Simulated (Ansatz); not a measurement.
Computed with DFT r2SCAN, scalar-relativistic, plane waves, PAW in Ansatz 0.2.0. Settings: cutoff 500 eV, Γ-centred meshes no coarser than 0.19 Å⁻¹ for metals and 0.3 Å⁻¹ for insulators (2π included), Gaussian smearing.

These are static lattice energies at zero pressure. The comparison covers the computed candidates alone. The k mesh leaves about 4 meV/atom of noise in metals. No run is spin-polarised.

3 distinct structures were compared, and 2 of them are shown here.

(1) Order these relaxed structures of CdS by energy, lowest first, with the energy over the lowest of them.
A.

```cif
data_structure
_symmetry_space_group_name_H-M 'Pm-3m'
_symmetry_Int_Tables_number 221
_cell_length_a 3.3854
_cell_length_b 3.3854
_cell_length_c 3.3854
_cell_angle_alpha 90.000
_cell_angle_beta 90.000
_cell_angle_gamma 90.000
_cell_volume 38.80
loop_
_atom_site_label
_atom_site_type_symbol
_atom_site_symmetry_multiplicity
_atom_site_Wyckoff_symbol
_atom_site_fract_x
_atom_site_fract_y
_atom_site_fract_z
_atom_site_occupancy
Cd1 Cd 1 b 0.50000 0.50000 0.50000 1
S1 S 1 a 0.00000 0.00000 0.00000 1
```

B.

```cif
data_structure
_symmetry_space_group_name_H-M 'F-43m'
_symmetry_Int_Tables_number 216
_cell_length_a 5.8774
_cell_length_b 5.8774
_cell_length_c 5.8774
_cell_angle_alpha 90.000
_cell_angle_beta 90.000
_cell_angle_gamma 90.000
_cell_volume 203.03
loop_
_atom_site_label
_atom_site_type_symbol
_atom_site_symmetry_multiplicity
_atom_site_Wyckoff_symbol
_atom_site_fract_x
_atom_site_fract_y
_atom_site_fract_z
_atom_site_occupancy
Cd1 Cd 4 a 0.00000 0.00000 0.00000 1
S1 S 4 c 0.25000 0.25000 0.25000 1
```

Answers

(1) B (0 meV/atom), A (648 meV/atom).